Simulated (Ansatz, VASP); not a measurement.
## Te2Mo, level by level in two programs

```
Te Mo
1.0
     6.36161    0.00000    0.00000
     0.00000    3.48040    0.00000
    -0.08574    0.00000   36.17589
Te Mo
4 2
Direct
  0.42925 0.75000 0.54070
  0.57075 0.25000 0.45930
  0.92085 0.25000 0.55653
  0.07915 0.75000 0.44347
  0.18135 0.25000 0.49747
  0.81865 0.75000 0.50253
```

Single points on this cell with VASP 6.6.1 and Ansatz 0.2.0. Each row is one pair of runs. Alike in all rows: spin: off; k mesh: 4 × 8 × 1; VASP's potentials, cutoff: VASP PAW PBE potentials, release 64 (Te, Mo_sv), 520 eV; Ansatz's potentials, cutoff: Ansatz PAW, 420 eV.

| level | smearing | gap on the k mesh at the Fermi level (eV), VASP | gap on the k mesh at the Fermi level (eV), Ansatz | rms of the force components (eV/Å), VASP | rms of the force components (eV/Å), Ansatz |
| --- | --- | --- | --- | --- | --- |
| PBE | gaussian, width 0.011 eV | none | none | 0.095 | 0.090 |
| PBE | gaussian, width 0.012 eV | none | none | 0.095 | 0.090 |
| PBE | gaussian, width 0.015 eV | none | none | 0.095 | 0.090 |
| PBE | gaussian, width 0.014 eV | none | none | 0.095 | 0.090 |
| PBE | gaussian, width 0.013 eV | none | none | 0.095 | 0.090 |

Rms of the force components (eV/Å): the two programs differ by at most 0.0043.

A gap of «none» marks a metal or a gap that the smearing closes.
